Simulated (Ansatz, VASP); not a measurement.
C: VASP beside Ansatz

```
C
1.0
     2.51000    0.00000    0.00000
    -1.25500    2.17372    0.00000
     0.00000    0.00000    4.16000
C
4
Direct
  0.33333 0.66667 0.05529
  0.66667 0.33333 0.55529
  0.66667 0.33333 0.94471
  0.33333 0.66667 0.44471
```

Alike in both runs: task single point; functional r2SCAN; k mesh 12 × 12 × 8; no spin polarisation.

```csv
,VASP,Ansatz
version,VASP 6.6.1,Ansatz 0.2.0
potentials or method,"VASP PAW PBE potentials, release 64 (C)","scalar-relativistic, plane waves, PAW"
plane-wave cutoff (eV),520,560
occupations,"gaussian, width 0.01 eV",fixed
valence electrons in the cell,16,16
```

|  | VASP | Ansatz | Ansatz less VASP |
| --- | --- | --- | --- |
| gap on the k mesh at the Fermi level (eV) | 3.74 | 3.77 | +0.031 |
| least direct gap on the mesh (eV) | 4.08 | 4.12 | +0.035 |
| pressure (GPa) | 1.6 | 0.5 | -1.13 |
| largest component of the traceless stress (GPa) | 5.50 | 5.85 | +0.353 |
| rms of the force components (eV/Å) | 1.208 | 1.200 | -0.0079 |

Atom by atom the forces differ by 0.008 eV/Å (rms over components).

Caveats: the PAW data sets were made with another functional, which shifts forces and pressure a little (VASP). A k mesh can miss the band edges.
